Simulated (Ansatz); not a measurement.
**CaO: single point with Ansatz**

System: CaO (rock salt type), 2 atoms in the cell.

Ansatz input (lattice in Å, positions in fractions of it)
```yaml
crystal:
  lattice:
    - [0, 2.415, 2.415]
    - [2.415, 0, 2.415]
    - [2.415, 2.415, 0]
  atoms:
    - { symbol: Ca, position: [0, 0, 0] }
    - { symbol: O, position: [0.5, 0.5, 0.5] }
kpoints:
  mp_grid: { grid: [6, 6, 6] }
hamiltonian:
  xc: r2scan
  pseudopotentials: { kind: paw, source: ansatz }
scf:
  occupations: { method: fermi_dirac, width: 0.02 }
  convergence: { dr2_threshold: "1e-10 eV" }
  max_iter: 300
  n_bands: 24
output:
  forces: true
  stress: true
  eigenvalues: true
```

All numbers below come from Ansatz, r²SCAN, plane waves, PAW datasets (earlier set, tuned by hand).

What the run gave

```
Plane-wave cutoff used : 1050 eV
Pressure               : -24.6 kbar
Valence electrons      : 16
Irreducible k-points   : 16
CPU time               : about 6 core-seconds on a shared host
```

Stress tensor in GPa, compression positive:
```
-2.46  0.00  0.00
 0.00 -2.46  0.00
 0.00  0.00 -2.46
```

The stress includes the program's correction for the finite plane-wave basis.
